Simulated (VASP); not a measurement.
# Y (P6_3/mmc) in VASP: notebook

The runs below take Y through single point, with PBEsol.

Everything below comes from runs of VASP 6.6.1. Logs are shortened: lines on timing, memory, paths and dates and some standing lists are left out, and cuts for length are marked.

### Step 1. The crystal as given

Symmetry: P6_3/mmc, No. 194, hexagonal system. The conventional cell has a = 3.647 Å, b = 3.647 Å, c = 5.731 Å, α = 90.00°, β = 90.00°, γ = 120.00°. Y (site symmetry -6m2) has 12 Y at 3.56 to 3.65 Å as nearest neighbours.

### Step 2. Single point, PBEsol

INCAR

```
SYSTEM = Y
PREC     = Accurate       ! precision mode
ENCUT    = 900            ! plane-wave cutoff, eV
EDIFF    = 1E-8           ! SCF threshold, eV
ISMEAR   = -1             ! smearing method
SIGMA    = 0.05           ! smearing width, eV
LREAL    = .FALSE.        ! projectors in reciprocal space
LASPH    = .TRUE.         ! aspherical terms in the spheres
NELM     = 100            ! most SCF steps
ALGO     = Normal         ! electronic algorithm
ISIF     = 2              ! what is computed and relaxed
LWAVE    = .FALSE.        ! write WAVECAR
LCHARG   = .FALSE.        ! write CHGCAR
GGA      = PS             ! functional
NBANDS   = 18             ! bands
ADDGRID  = .FALSE.
```

KPOINTS

```
Automatic mesh
0
G
  20 20 11
  0 0 0
```

POSCAR

```
Y
1.0
    3.6474000000      0.0000000000      0.0000000000
   -1.8237000000      3.1587410578      0.0000000000
    0.0000000000      0.0000000000      5.7306000000
Y
2
Direct
    0.6666666667      0.3333333333      0.7500000000
    0.3333333333      0.6666666667      0.2500000000
```

Potentials or basis: VASP PAW PBE potentials, release 64 (Y_sv).

Launch:

```
cat potpaw_PBE.64/Y_sv/POTCAR > POTCAR
mpirun -np 1 vasp_std > vasp.out
```

OUTCAR:

```text
SYSTEM = Y
   PREC = Accurate
   ENCUT = 900
   EDIFF = 1E-8
   ISMEAR = -1
   LREAL = .FALSE.
   LASPH = .TRUE.
   NELM = 100
   ISIF = 2
   GGA = PS

 ion  position               nearest neighbor table
   1  0.667  0.333  0.750-   2 3.56   2 3.56   2 3.56   2 3.56   2 3.56   2 3.56
   2  0.333  0.667  0.250-   1 3.56   1 3.56   1 3.56   1 3.56   1 3.56   1 3.56

  LATTYP: Found a hexagonal cell.
 ALAT       =     3.6474000000
 C/A-ratio  =     1.5711465702

  Lattice vectors:

 A1 = (   3.6474000000,   0.0000000000,   0.0000000000)
 A2 = (  -1.8237000000,   3.1587410578,   0.0000000000)
 A3 = (   0.0000000000,   0.0000000000,   5.7306000000)

Analysis of symmetry for initial positions (statically):
=====================================================================
 Subroutine PRICEL returns:
 Original cell was already a primitive cell.

 Routine SETGRP: Setting up the symmetry group for a
 hexagonal supercell.

 Subroutine GETGRP returns: Found 24 space group operations
 (whereof 12 operations were pure point group operations)
 out of a pool of 24 trial point group operations.

The static configuration has the point symmetry D_3d.
 The point group associated with its full space group is D_6h.

Analysis of symmetry for dynamics (positions and initial velocities):
=====================================================================
 Subroutine PRICEL returns:
 Original cell was already a primitive cell.

 Routine SETGRP: Setting up the symmetry group for a
 hexagonal supercell.

 Subroutine GETGRP returns: Found 24 space group operations
 (whereof 12 operations were pure point group operations)
 out of a pool of 24 trial point group operations.

The dynamic configuration has the point symmetry D_3d.
 The point group associated with its full space group is D_6h.

 Subroutine INISYM returns: Found 24 space group operations
 (whereof 12 operations are pure point group operations),
 and found     1 'primitive' translations

----------------------------------------------------------------------------------------

                                     Primitive cell

  volume of cell :      66.0233

  direct lattice vectors                    reciprocal lattice vectors
     3.647400000  0.000000000  0.000000000     0.274167900  0.158290911  0.000000000
    -1.823700000  3.158741058  0.000000000     0.000000000  0.316581822  0.000000000
     0.000000000  0.000000000  5.730600000     0.000000000  0.000000000  0.174501797

  length of vectors
     3.647400000  3.647400000  5.730600000     0.316581822  0.316581822  0.174501797

  position of ions in fractional coordinates (direct lattice)
     0.666666667  0.333333333  0.750000000
     0.333333333  0.666666667  0.250000000

  ion indices of the primitive-cell ions
   primitive index   ion index
                 1           1
                 2           2

----------------------------------------------------------------------------------------

 KPOINTS: Automatic mesh

Automatic generation of k-mesh.
 Grid dimensions read from file:
 generate k-points for:   20   20   11

 Generating k-lattice:

  Cartesian coordinates                     Fractional coordinates (reciprocal lattice)
     0.013708395  0.007914546  0.000000000     0.050000000 -0.000000000  0.000000000
     0.000000000  0.015829091  0.000000000     0.000000000  0.050000000  0.000000000
     0.000000000  0.000000000  0.015863800     0.000000000  0.000000000  0.090909091

  Length of vectors
     0.015829091  0.015829091  0.015863800

  Shift w.r.t. Gamma in fractional coordinates (k-lattice)
     0.000000000  0.000000000  0.000000000

 Subroutine IBZKPT returns following result:
 ===========================================

 Found    264 irreducible k-points:

 Following reciprocal coordinates:
            Coordinates               Weight
  0.000000  0.000000  0.000000      1.000000
  0.050000  0.000000  0.000000      6.000000
  0.100000  0.000000  0.000000      6.000000
  0.150000 -0.000000  0.000000      6.000000
  0.200000  0.000000  0.000000      6.000000
  0.250000  0.000000  0.000000      6.000000
[... 16 lines left out ...]
  0.200000  0.100000  0.000000     12.000000
  0.250000  0.100000  0.000000     12.000000
 [... further k-points ...]
   k-points           NKPTS =    264   k-points in BZ     NKDIM =    264   number of bands    NBANDS=     18
   number of dos      NEDOS =    301   number of ions     NIONS =      2
   total plane-waves  NPLWV =  72576
   dimension x,y,z NGX =    36 NGY =   36 NGZ =   56
   dimension x,y,z NGXF=    72 NGYF=   72 NGZF=  112
   ions per type =               2
   NGX,Y,Z   is equivalent  to a cutoff of  16.41, 16.41, 16.25 a.u.
   NGXF,Y,Z  is equivalent  to a cutoff of  32.82, 32.82, 32.49 a.u.
 SYSTEM =  Y
   PREC   = accura    normal or accurate (medium, high low for compatibility)
   ISTART =      0    job   : 0-new  1-cont  2-samecut
   ICHARG =      2    charge: 1-file 2-atom 10-const
   ISPIN  =      1    spin polarized calculation?
   LNONCOLLINEAR =      F non collinear calculations
   LSORBIT =      F    spin-orbit coupling
   LASPH  =      T    aspherical Exc in radial PAW
   ENCUT  =  900.0 eV  66.15 Ry    8.13 a.u.   8.92  8.92 14.02*2*pi/ulx,y,z
   NELM   =    100;   NELMIN=  2; NELMDL= -5     # of ELM steps
   EDIFF  = 0.1E-07   stopping-criterion for ELM
   LREAL  =      F    real-space projection
   EDIFFG = 0.1E-06   stopping-criterion for IOM
   NSW    =      0    number of steps for IOM
   IBRION =     -1    ionic relax: 0-MD 1-quasi-New 2-CG
   NFREE  =      0    steps in history (QN), initial steepest desc. (CG)
   ISIF   =      2    stress and relaxation
   ISYM   =      2    0-nonsym 1-usesym 2-fastsym
   POTIM  = 0.5000    time-step for ionic-motion
   TEBEG  =    0.0;   TEEND  =   0.0 temperature during run
   PSTRESS=    0.0 pullay stress
   NELECT =      22.0000    total number of electrons
   NUPDOWN=      -1.0000    fix difference up-down
   EMIN   =  10.00;   EMAX   =-10.00  energy-range for DOS
   EFERMI =   0.00;   METHOD = LEGACY
   ISMEAR =    -1;   SIGMA  =   0.05  broadening in eV -4-tet -1-fermi 0-gaus
   EFERMI_NEDOS =   21; number of points for ismear=-14 and -15
   IALGO  =     38    algorithm
   IMIX   =      4    mixing-type and parameters
     AMIX     =   0.40;   BMIX     =  1.00
     AMIX_MAG =   1.60;   BMIX_MAG =  1.00
  volume/ion in A,a.u.               =      33.01       222.77
  Fermi-wavevector in a.u.,A,eV,Ry     =   1.134967  2.144777 17.526345  1.288150
  Thomas-Fermi vector in A             =   2.271671
   LORBIT       =      0    0 simple, 1 ext, 2 COOP (PROOUT), +10 PAW based schemes
   GGA     = PS    functional components
   LHFCALC =     F    Hartree Fock is set to
   AEXX    =    0.0000 exact exchange contribution
   IVDW    =     0    specifies the selected vdW correction
   LEPSILON=     F    determine dielectric tensor
   LRPA    =     F    only Hartree local field effects (RPA)
 non-spin polarized calculation
  energy-cutoff  :      900.00
  volume of cell :       66.02
 maximum number of plane-waves:      4078
 NGX is ok and might be reduce to    36
   NGX = 17   NGY = 17   NGZ = 29

 number of electron      22.0000001 magnetization

 Free energy of the ion-electron system (eV)
  ---------------------------------------------------
  ext. energy  EPLUGINS =         0.00000000
  ---------------------------------------------------
  free energy    TOTEN  =       -13.62849199 eV

  energy without entropy =      -13.59552262  energy(sigma->0) =      -13.61200731

 E-fermi :   2.8621     XC(G=0):  -9.5139

 val. band max:        2.8607119382   @ k =   0.3000   0.3000   0.4545
 cond. band min:       2.8628566510   @ k =   0.2500   0.1500   0.1818
 fundamental gap:      0.0021447128
 Fermi energy:         2.8620671373

 k-point     1 :       0.0000    0.0000    0.0000
  band No.  band energies     occupation
      1     -39.7505      2.00000
      2     -39.6784      2.00000
      3     -20.0415      2.00000
      4     -19.5711      2.00000
      5     -19.5711      2.00000
      6     -19.4828      2.00000
[... 10 lines left out ...]
     17       5.6329      0.00000
     18       5.6329      0.00000

 k-point     2 :       0.0500    0.0000    0.0000
  band No.  band energies     occupation
      1     -39.7492      2.00000
      2     -39.6780      2.00000
      3     -20.0371      2.00000
      4     -19.5801      2.00000
      5     -19.5742      2.00000
      6     -19.4924      2.00000
[... 10 lines left out ...]
     17       5.5550      0.00000
     18       5.5799      0.00000

 k-point     3 :       0.1000    0.0000    0.0000
  band No.  band energies     occupation
      1     -39.7456      2.00000
      2     -39.6767      2.00000
      3     -20.0240      2.00000
      4     -19.6065      2.00000
      5     -19.5831      2.00000
      6     -19.5201      2.00000
[... 10 lines left out ...]
     17       5.3796      0.00000
     18       5.4397      0.00000

 k-point     4 :       0.1500   -0.0000    0.0000
  band No.  band energies     occupation
      1     -39.7399      2.00000
      2     -39.6747      2.00000
      3     -20.0028      2.00000
      4     -19.6478      2.00000
      5     -19.5967      2.00000
      6     -19.5625      2.00000
[... 375 lines left out ...]
      4     -19.7052      2.00000
      5     -19.6672      2.00000
      6     -19.5926      2.00000
[... 10 lines left out ...]
     17       5.6595      0.00000
     18       6.1689      0.00000

 k-point    23 :       0.2000    0.1000    0.0000
  band No.  band energies     occupation
      1     -39.7213      2.00000
      2     -39.6697      2.00000
      3     -19.9303      2.00000
      4     -19.7575      2.00000
      5     -19.7087      2.00000
      6     -19.6208      2.00000
[... 10 lines left out ...]
     17       5.9932      0.00000
     18       6.5783      0.00000

 k-point    24 :       0.2500    0.1000    0.0000
  band No.  band energies     occupation
      1     -39.7126      2.00000
      2     -39.6681      2.00000
      3     -19.8939      2.00000
      4     -19.8121      2.00000
      5     -19.7480      2.00000
      6     -19.6482      2.00000
[... 10 lines left out ...]
     17       6.4677      0.00000
     18       7.0324      0.00000

 [... further k-points ...]

------------------------ aborting loop because EDIFF is reached ----------------------------------------

  FORCE on cell =-STRESS in cart. coord.  units (eV):
  Direction    XX          YY          ZZ          XY          YZ          ZX
  --------------------------------------------------------------------------------------
  -------------------------------------------------------------------------------------
  Total       -0.7926709     -0.7926709     -1.0849289      0.0000000     -0.0000000      0.0000000
  in kB      -19.2356104    -19.2356104    -26.3277873      0.0000000     -0.0000000      0.0000000
  external PRESSURE =     -21.5996693 kB  Pullay stress =       0.0000000 kB

 VOLUME and BASIS-vectors are now :
 -----------------------------------------------------------------------------
  energy-cutoff  :      900.00
  volume of cell :       66.02
      direct lattice vectors                 reciprocal lattice vectors
     3.647400000  0.000000000  0.000000000     0.274167900  0.158290911  0.000000000
    -1.823700000  3.158741058  0.000000000     0.000000000  0.316581822  0.000000000
     0.000000000  0.000000000  5.730600000     0.000000000  0.000000000  0.174501797

 POSITION                                       TOTAL-FORCE (eV/Angst)
 -----------------------------------------------------------------------------------
      1.82370      1.05291      4.29795         0.000000      0.000000      0.000000
     -0.00000      2.10583      1.43265        -0.000000      0.000000      0.000000
 -----------------------------------------------------------------------------------
    total drift:                               -0.000000      0.000000     -0.000000

  FREE ENERGIE OF THE ION-ELECTRON SYSTEM (eV)
  ---------------------------------------------------
  free  energy   TOTEN  =       -13.6284919908 eV

  energy  without entropy=      -13.5955226245  energy(sigma->0) =      -13.61200731
```

It took 5.2 min on 1 thread of AMD EPYC 9R45 (Zen 5), shared host; peak memory 0.74 GiB.

What came out:

* Free energy: -13.6285 eV
* Pressure: -2.2 GPa
* Band gap on the k mesh: none (metal or under the smearing width)

Levels at points of the mesh, in eV from the Fermi level:
| k point | band 7 | band 8 | band 9 | band 10 | band 11 | band 12 | band 13 | band 14 | band 15 | band 16 |
| --- | --- | --- | --- | --- | --- | --- | --- | --- | --- | --- |
| (0.00, 0.00, 0.00) | -22.34 | -22.31 | -4.70 | -1.87 | 0.88 | 1.74 | 1.74 | 2.02 | 2.33 | 2.33 |
| (0.50, 0.00, 0.00) | -22.46 | -22.40 | -1.68 | -1.18 | -0.81 | -0.10 | 1.38 | 1.46 | 2.04 | 5.00 |

Caveat: the PAW data sets were made with another functional, which shifts forces and pressure a little.

[end of part 1 of 2]
